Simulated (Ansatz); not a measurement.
Crystal: PtS2.

```
Pt S
1.0
     3.54320    0.00000    0.00000
    -1.77160    3.06850    0.00000
     0.00000    0.00000    5.03880
Pt S
1 2
Direct
  0.00000 0.00000 0.00000
  0.66667 0.33333 0.77300
  0.33333 0.66667 0.22700
```

```yaml
Program: Ansatz 0.2.0
Task: relaxation of cell and atoms
Functional: PBE
Potentials_or_basis: Ansatz PAW
Cutoff: "420 eV (not typed: the program's choice for these potentials)"
k_mesh: 9 × 9 × 5
Occupations: fermi-dirac, width 0.05 eV
Spin: no spin polarisation
```

At the start: volume 18.26 Å³/atom.

**Question.** Where does the relaxation end?

**Answer.** It ends after 18 steps and the volume is 23.99 Å³/atom (+31.4 %); space group P-3m1 (No. 164, to 0.05 Å).

Step by step:
| step | energy change (eV) | largest force (eV/Å) | volume (Å³) |
| --- | --- | --- | --- |
| 1 | 0.0000 | 1.2565 | 54.78 |
| 2 | -0.1661 | 0.0658 | 59.59 |
| 3 | -0.1766 | 0.0429 | 60.76 |
| 4 | -0.1848 | 0.0830 | 63.20 |
| 5 | -0.1853 | 0.0256 | 63.54 |
| 6 | -0.1856 | 0.0005 | 63.61 |
| 7 | -0.1925 | 0.0030 | 63.61 |
| 8 | -0.1958 | 0.0027 | 64.93 |
| 9 | -0.1994 | 0.0304 | 67.47 |
| 10 | -0.1999 | 0.0049 | 68.50 |
| 11 | -0.1998 | 0.0114 | 69.36 |
| 12 | -0.1998 | 0.0017 | 69.23 |
| 13 | -0.2015 | 0.0025 | 69.23 |
| 14 | -0.2018 | 0.0024 | 70.06 |
| 15 | -0.2018 | 0.0145 | 71.70 |
| 16 | -0.2018 | 0.0003 | 71.77 |
| 17 | -0.2017 | 0.0003 | 71.97 |
| 18 | -0.2022 | 0.0001 | 71.97 |

Final structure:
```
Pt S
1.0
     3.57676    0.00000    0.00000
    -1.78838    3.09757    0.00000
     0.00000    0.00000    6.49561
Pt S
1 2
Cartesian
  0.0000 0.0000 0.0000
  1.7884 1.0325 5.2681
  0.0000 2.0650 1.2275
```

Caveat: the volume moved by over 15 % at a fixed basis, so the end points are rough; the plane-wave basis is chosen anew once the cell has moved, so the energies of steps on either side of that aren't comparable; this functional lacks dispersion, which binds the layers, so the pressure and a relaxed spacing across them are unreliable, and here the layers came unbound.
